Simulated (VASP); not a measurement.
## NbC (Niobocarbide): relaxation of cell and atoms with PBEsol

The system is NbC (Niobocarbide).

```
Nb C
1.0
     0.00000    2.22392    2.22392
     2.22392    0.00000    2.22392
     2.22392    2.22392    0.00000
Nb C
1 1
Direct
  0.00000 0.00000 0.00000
  0.50000 0.50000 0.50000
```

| Property | Result |
| --- | --- |
| Program | VASP 6.6.1 |
| Task | relaxation of cell and atoms |
| Functional | PBEsol |
| Potentials or basis | VASP PAW PBE potentials, release 64 (Nb_sv, C) |
| Cutoff | 600 eV |
| k mesh | 14 × 14 × 14 |
| Occupations | methfessel-paxton, width 0.1 eV |
| Spin | no spin polarisation |
| Further INCAR settings | ALGO = Normal; EDIFF = 1e-07; IBRION = 2; EDIFFG = -0.005; NSW = 90; ISIF = 3 |

- Pressure after relaxing: 0.0 GPa
- Band gap on the k mesh: none (metal or under the smearing width)

Final structure:
```cif
data_structure
_symmetry_space_group_name_H-M 'P 1'
_symmetry_Int_Tables_number 1
_cell_length_a 3.1451
_cell_length_b 3.1451
_cell_length_c 3.1451
_cell_angle_alpha 60.000
_cell_angle_beta 60.000
_cell_angle_gamma 60.000
_cell_volume 22.00
loop_
_atom_site_label
_atom_site_type_symbol
_atom_site_fract_x
_atom_site_fract_y
_atom_site_fract_z
_atom_site_occupancy
Nb1 Nb 0.00000 0.00000 0.00000 1
C1 C 0.50000 0.50000 0.50000 1
```

Levels at points of the mesh, in eV from the Fermi level:
```tsv
k point	band 6	band 7	band 8	band 9	band 10	band 11	band 12
(0.00, 0.00, 0.00)	-1.43	-1.43	-1.43	-0.30	-0.30	-0.30	0.29
(0.50, 0.00, 0.00)	-7.77	-5.28	-5.28	2.13	2.13	3.58	5.69
(0.50, 0.50, 0.00)	-4.38	-3.94	-1.38	-1.38	1.97	3.26	3.26
```

Run time: 22 s on 2 MPI ranks on Intel(R) Xeon(R) Platinum 8488C (Sapphire Rapids), on a shared host, peak memory 0.17 GiB a rank.

Caveat: the relaxation stopped at its first step, so nothing moved; the PAW data sets were made with another functional, which shifts forces and pressure a little.
